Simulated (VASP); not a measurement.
The system is ZnS (Wurtzite-2H).

```
Zn S
1.0
     3.81100    0.00000    0.00000
    -1.90550    3.30042    0.00000
     0.00000    0.00000    6.23400
Zn S
2 2
Direct
  0.66667 0.33333 0.50000
  0.33333 0.66667 0.00000
  0.66667 0.33333 0.88500
  0.33333 0.66667 0.38500
```

* Program: VASP 6.6.1
* Task: relaxation of cell and atoms
* Functional: PBEsol
* Dispersion: D3
* Potentials or basis: VASP PAW PBE potentials, release 64 (Zn, S)
* Cutoff: 600 eV
* k mesh: 8 × 8 × 5
* Occupations: fermi-dirac, width 0.05 eV
* Spin: no spin polarisation

At the start: pressure -3.3 GPa; volume 19.60 Å³/atom.

Q: How do energy, volume and symmetry change on relaxing?

A: Over 12 steps the energy falls by 14.2 meV/atom and the volume is 18.76 Å³/atom (-4.3 %); space group P6_3mc (No. 186, to 0.05 Å).

Step by step:
```
step  energy change (eV)  largest force (eV/Å)  pressure (GPa)  volume (Å³)
   1              0.0000                0.2955           -3.27        78.41
   2             -0.0464                0.1262            1.26        73.95
   3             -0.0495                0.1700            0.37        74.75
   4             -0.0536                0.0544            0.10        74.96
   5             -0.0539                0.0143            0.07        75.03
   6             -0.0562                0.0155           -0.23        75.22
   7             -0.0566                0.0155           -0.34        75.31
   8             -0.0569                0.0112            0.26        74.88
   9             -0.0570                0.0124            0.04        75.02
  10             -0.0570                0.0127            0.00        75.04
  11             -0.0570                0.0118            0.03        75.03
  12             -0.0570                0.0023            0.00        75.03
```

Final structure:
```
Zn S
1.0
     3.75314    0.00000    0.00000
    -1.87657    3.25031    0.00000
     0.00000    0.00000    6.15079
Zn S
2 2
Direct
  0.66667 0.33333 0.50522
  0.33333 0.66667 0.00522
  0.66667 0.33333 0.87978
  0.33333 0.66667 0.37978
```

Caveat: the PAW data sets were made with another functional, which shifts forces and pressure a little.
